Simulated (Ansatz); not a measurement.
NbAs:

```
Nb As
1.0
    -1.72585    1.72585    5.84000
     1.72585   -1.72585    5.84000
     1.72585    1.72585   -5.84000
Nb As
2 2
Direct
  0.50000 0.00000 0.50000
  0.75000 0.75000 0.00000
  0.91600 0.41600 0.50000
  0.16600 0.16600 0.00000
```

- Program: Ansatz 0.2.0
- Task: relaxation of cell and atoms
- Functional: PBEsol
- Dispersion: D4
- Potentials or basis: Ansatz PAW
- Cutoff: 420 eV (not typed: the program's choice for these potentials)
- k mesh: 11 × 11 × 11
- Occupations: fermi-dirac, width 0.05 eV
- Spin: no spin polarisation

At the start: volume 17.39 Å³/atom.

Q: Where does the relaxation end?

A: It ends after 4 steps and the volume is 16.93 Å³/atom (-2.7 %); space group I4_1md (No. 109, to 0.05 Å).

Step by step:
```
step  energy change (eV)  largest force (eV/Å)  volume (Å³)
   1              0.0000                0.2879        69.58
   2             -0.0357                0.0254        67.76
   3             -0.0358                0.0001        67.71
   4             -0.0355                0.0001        67.71
```

Final structure:
```yaml
crystal:
  lattice:
    - [-1.71386, 1.71386, 5.76254]
    - [1.71386, -1.71386, 5.76254]
    - [1.71386, 1.71386, -5.76254]
  atoms:
    - { symbol: Nb, position: [0.49864, 0.99864, 0.50000] }
    - { symbol: Nb, position: [0.74864, 0.74864, 0.00000] }
    - { symbol: As, position: [0.91736, 0.41736, 0.50000] }
    - { symbol: As, position: [0.16736, 0.16736, 0.00000] }
```

Caveat: the plane-wave basis is chosen anew once the cell has moved, so the energies of steps on either side of that aren't comparable; the PAW data sets come from PBE, with cores solved anew for the run's functional, which leaves a small shift of forces and pressure.
